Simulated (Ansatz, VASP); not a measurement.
IrO in VASP and in Ansatz

```xyz
2
Lattice="2.8102 0.0000 0.0000 0.0000 2.8102 0.0000 0.0000 0.0000 2.8102" Properties=species:S:1:pos:R:3 pbc="T T T"
Ir    0.0000    0.0000    0.0000
O     1.4051    1.4051    1.4051
```

Alike in both runs: functional PBE; k mesh 14 × 14 × 14; occupations gaussian, width 0.1 eV; no spin polarisation.

Ansatz relaxed the structure, and its values are those at the end. VASP's run is a single point on that final structure, the one shown.

|  | VASP | Ansatz |
| --- | --- | --- |
| version | VASP 6.6.1 | Ansatz 0.2.0 |
| potentials or method | VASP PAW PBE potentials, release 64 (Ir, O) | scalar-relativistic, plane waves, PAW |
| plane-wave cutoff (eV) | 520 | 420 |
| valence electrons in the cell | 15 | 23 |

|  | VASP | Ansatz | Ansatz less VASP |
| --- | --- | --- | --- |
| gap on the k mesh at the Fermi level (eV) | none | none | - |
| pressure (GPa) | 0.2 | 0.0 | -0.15 |

A gap of «none» marks a metal or a gap that the smearing closes. The functional is the same, so the differences come from potentials, cutoffs and numerics. The two sets of potentials don't hold the same shells in valence.

Caveats: an odd number of electrons without spin polarisation forces a metal; a magnetic or distorted state may lie lower. Spin-orbit coupling is left out, which matters for the levels of Ir.
